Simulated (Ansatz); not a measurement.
# Relaxing Ta

Computed with Ansatz 0.2.0, DFT PBE, scalar-relativistic, plane waves, PAW. Cutoff 420 eV, Γ-centred k mesh, Gaussian smearing, no spin polarisation in the final step.

This is the end of a relaxation of cell and atoms.

```yaml
crystal:
  lattice:
    - [2.74622, 0.00000, 0.00000]
    - [0.00000, 2.74622, 0.00000]
    - [0.00000, 0.00000, 2.74622]
  atoms:
    - { symbol: Ta, position: [0.00000, 0.00000, 0.00000] }
```

Energies count from the standard state of Ta at the same level.

(1) What space group does it have?

(2) How far above the standard state of Ta does it lie?

(3) Is it a metal?

## Answers

(1) Pm-3m (No. 221). Conventional cell: a = 2.746 Å. Ta has 6 Ta at 2.75 Å.

(2) 1.12 eV/atom.

(3) Yes, bands cross the Fermi level on the 20×20×20 mesh.

The final run used a 20×20×20 mesh on its 1-atom cell and 0.10 eV smearing. The k mesh leaves about 4 meV/atom of noise in metals. Spin–orbit coupling is left out. The cell came from a trial start, so Ta may not exist in this structure.